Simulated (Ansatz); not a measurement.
# I (beta tin type): a single-point run

Wanted: a converged single-point run for I (beta tin type), and a check of what comes out. The structure is shown as the input types it.

Method: DFT, PBE, all-electron PAW with datasets made for the crystal, scalar-relativistic, in Ansatz 0.2.0.

## 1. The system as given

Symmetry: I4_1/amd, No. 141, tetragonal system. Conventional cell: a = 5.321 Å, b = 5.321 Å, c = 2.770 Å, α = 90.00°, β = 90.00°, γ = 90.00°. I (site symmetry -4m2) has 6 I at 2.75 to 2.77 Å as nearest neighbours.

Structure file:

```xyz
2
Lattice="-2.6606 2.6606 1.3849 2.6606 -2.6606 1.3849 2.6606 2.6606 -1.3849" Properties=species:S:1:pos:R:3 pbc="T T T"
I     0.0000   -1.3303   -0.3462
I     0.0000    1.3303    0.3462
```

## 2. The run

Contents of input.yaml:

```yaml
crystal:
  lattice:
    - [-2.6606162032, 2.6606162032, 1.3849083939]
    - [2.6606162032, -2.6606162032, 1.3849083939]
    - [2.6606162032, 2.6606162032, -1.3849083939]
  atoms:
    - { symbol: I, position: [-0.375, -0.125, -0.25] }
    - { symbol: I, position: [0.375, 0.125, 0.25] }
kpoints:
  mp_grid: { grid: [12, 12, 12] }
scf:
  occupations: { method: fermi_dirac, width: 0.1 }
  max_iter: 50
hamiltonian:
  xc: pbe
  pseudopotentials: { kind: all_electron, datasets: crystal }
output:
  forces: true
  stress: true
  eigenvalues: true
magnetization:
  spin_polarized: true
  initial_magnetization: 15
```

Started as:

```bash
ansatz run input.yaml --threads 1 --pin off --max-ram 2048MiB --backend cpu --events-out ev --progress --plain --runs-dir out
```

**Question.** How will this run end, and is anything wrong with its input?

The run converged and reported no error, with warnings (crystal datasets made, seeded moment not kept). It gives a pressure of 83 GPa, which is large; a structure far from rest gives such values too, whatever the setting.

The suspect setting: magnetization.spin_polarized is true; magnetization.initial_magnetization is 15. What could go wrong: unrealistic starting moment. The run ends with a total moment of 0.00 μB. It still converged here, which does not make the setting sound.

To check: delete magnetization.spin_polarized and magnetization.initial_magnetization (the default then holds).
